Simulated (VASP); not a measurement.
Set up this calculation in VASP 6.6.1, as the native input.

```
Task                   : relaxation of the atoms
Functional             : PBE
Potentials or basis    : VASP PAW PBE potentials, release 64 (C, Si)
Cutoff                 : 420 eV
k mesh                 : 1 × 1 × 1
Occupations            : gaussian, width 0.01 eV
Spin                   : collinear spin, ferromagnetic start
Fixed moment           : 2 μB
Pname                  : neutral silicon centre
Further INCAR settings : LREAL = Auto; ALGO = Fast; EDIFF = 1e-05; ISYM = 0; IBRION = 2; EDIFFG = -0.01; NSW = 40
```

The structure of SiC62 (a cell with a defect) lies in POSCAR:

```
SiC62
1.0
    7.1440000000      0.0000000000      0.0000000000
    0.0000000000      7.1440000000      0.0000000000
    0.0000000000      0.0000000000      7.1440000000
C Si
62 1
Direct
    0.0000000000      0.2500000000      0.2500000000
    0.1250000000      0.3750000000      0.3750000000
    0.2500000000      0.0000000000      0.2500000000
    0.3750000000      0.1250000000      0.3750000000
    0.2500000000      0.2500000000      0.0000000000
    0.3750000000      0.3750000000      0.1250000000
    0.0000000000      0.0000000000      0.5000000000
    0.1250000000      0.1250000000      0.6250000000
    0.0000000000      0.2500000000      0.7500000000
    0.1250000000      0.3750000000      0.8750000000
    0.2500000000      0.0000000000      0.7500000000
    0.3750000000      0.1250000000      0.8750000000
    0.2500000000      0.2500000000      0.5000000000
    0.3750000000      0.3750000000      0.6250000000
    0.0000000000      0.5000000000      0.0000000000
    0.1250000000      0.6250000000      0.1250000000
    0.0000000000      0.7500000000      0.2500000000
    0.1250000000      0.8750000000      0.3750000000
    0.2500000000      0.5000000000      0.2500000000
    0.3750000000      0.6250000000      0.3750000000
    0.2500000000      0.7500000000      0.0000000000
    0.3750000000      0.8750000000      0.1250000000
    0.0000000000      0.5000000000      0.5000000000
    0.1250000000      0.6250000000      0.6250000000
    0.0000000000      0.7500000000      0.7500000000
    0.1250000000      0.8750000000      0.8750000000
    0.2500000000      0.5000000000      0.7500000000
    0.3750000000      0.6250000000      0.8750000000
    0.2500000000      0.7500000000      0.5000000000
    0.3750000000      0.8750000000      0.6250000000
    0.5000000000      0.0000000000      0.0000000000
    0.6250000000      0.1250000000      0.1250000000
    0.5000000000      0.2500000000      0.2500000000
    0.6250000000      0.3750000000      0.3750000000
    0.7500000000      0.0000000000      0.2500000000
    0.8750000000      0.1250000000      0.3750000000
    0.7500000000      0.2500000000      0.0000000000
    0.8750000000      0.3750000000      0.1250000000
    0.5000000000      0.0000000000      0.5000000000
    0.6250000000      0.1250000000      0.6250000000
    0.5000000000      0.2500000000      0.7500000000
    0.6250000000      0.3750000000      0.8750000000
    0.7500000000      0.0000000000      0.7500000000
    0.8750000000      0.1250000000      0.8750000000
    0.7500000000      0.2500000000      0.5000000000
    0.8750000000      0.3750000000      0.6250000000
    0.5000000000      0.5000000000      0.0000000000
    0.6250000000      0.6250000000      0.1250000000
    0.5000000000      0.7500000000      0.2500000000
    0.6250000000      0.8750000000      0.3750000000
    0.7500000000      0.5000000000      0.2500000000
    0.8750000000      0.6250000000      0.3750000000
    0.7500000000      0.7500000000      0.0000000000
    0.8750000000      0.8750000000      0.1250000000
    0.5000000000      0.5000000000      0.5000000000
    0.6250000000      0.6250000000      0.6250000000
    0.5000000000      0.7500000000      0.7500000000
    0.6250000000      0.8750000000      0.8750000000
    0.7500000000      0.5000000000      0.7500000000
    0.8750000000      0.6250000000      0.8750000000
    0.7500000000      0.7500000000      0.5000000000
    0.8750000000      0.8750000000      0.6250000000
    0.0625000000      0.0625000000      0.0625000000
```

The cell was built by a generator and needn't be a form met in nature.

One way to write it, as run:

INCAR

```
SYSTEM = SiC62
PREC = Accurate ; ENCUT = 420
EDIFF = 1E-5 ; ISMEAR = 0
SIGMA = 0.01 ; LREAL = Auto
LASPH = .TRUE. ; NELM = 100
ALGO = Fast ; ISIF = 2
LWAVE = .FALSE. ; LCHARG = .FALSE.
ISPIN = 2 ; MAGMOM = 0.32 0 0.32 0 0.32 0 0 0 0 0 0 0 0 0 0 0 0 0 0 0 0 0 0 0 0 0.32 0 0 0 0 0 0 0 0 0 0 0 0 0 0 0 0 0 0.32 0 0 0 0 0 0 0 0 0 0.32 0 0 0 0 0 0 0 0 0
LORBIT = 11 ; NUPDOWN = 2
GGA = PE ; IBRION = 2
NSW = 40 ; EDIFFG = -0.01
ISYM = 0 ; NCORE = 4
```

KPOINTS

```
regular mesh
0
G
  1 1 1
  0 0 0
```

Potentials or basis: VASP PAW PBE potentials, release 64 (C, Si).

Launch:

```bash
$ cat potpaw_PBE.64/C/POTCAR potpaw_PBE.64/Si/POTCAR > POTCAR
$ mpirun -np 8 vasp_gam > vasp.out
```

Results of the run:

The energy gained by relaxing is 18.1 meV/atom and the ionic steps are 15. The largest force after relaxing is 0.006 eV/Å. The net moment is 2.00 μB per cell and the site moments are C +0.12, +0.01, +0.02; Si -0.03 μB. The valence electrons inside the program's atomic spheres are C 2.59, 2.56, 2.58, 2.60; Si 1.69.

Caveat: the total moment is fixed, so each spin has its own Fermi level.

It took 76 s on 8 MPI ranks on Intel(R) Xeon(R) Platinum 8559C (Emerald Rapids) (shared host), peak memory 0.15 GiB a rank.
